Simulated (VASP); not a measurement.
Runs of VASP 6.6.1 on SnSe. The structure is cubic, space group Fm-3m (No. 225). The conventional cell has a = 5.978 Å, b = 5.978 Å, c = 5.978 Å, α = 90.00°, β = 90.00°, γ = 90.00°. Sn (site symmetry m-3m) has 6 Se at 2.99 Å as nearest neighbours. Se (site symmetry m-3m) has 6 Sn at 2.99 Å as nearest neighbours. Measurements of this composition are mostly on another form, of space group No. 62.

```tsv
task	spin	cell	k mesh	cutoff (eV)	smearing	k mesh for the DOS	gap on the mesh (eV)	pressure (GPa)	relaxed volume (Å³/atom)
single point	off	Fm-3m, 26.7 Å³/atom	10 × 10 × 10	520	gaussian 0.02 eV	-	0.52	0.0	-
single point	non-collinear, zero start, SOC	Fm-3m, 26.7 Å³/atom	10 × 10 × 10	520	gaussian 0.02 eV	-	-	-0.1	-
single point	off	cell and atoms relaxed tightly for response	10 × 10 × 10	520	gaussian 0.01 eV	-	0.52	0.0	-
relaxation of cell and atoms	off	relaxed from: cell and atoms relaxed tightly for response	10 × 10 × 10	600	gaussian 0.01 eV	-	0.52	0.0	26.70
relaxation of cell and atoms	off	relaxed	10 × 10 × 10	600	gaussian 0.02 eV	-	0.52	0.0	26.70
single point	off	Fm-3m, 27.27 Å³/atom	6 × 6 × 6	520	gaussian 0.1 eV	-	(a)	-1.5	-
```

Alike in all rows: level PBE+D3(BJ); potentials or basis VASP PAW PBE potentials, release 64 (Sn_d, Se).

Problem. Fill in the values left out.

Solution. (a) 0.58.

Caveats: spin-orbit coupling is left out, which moves the levels of the heavy elements (some runs).

A k mesh can miss the band edges, and rows without SOC leave out spin-orbit coupling on Se, Sn.
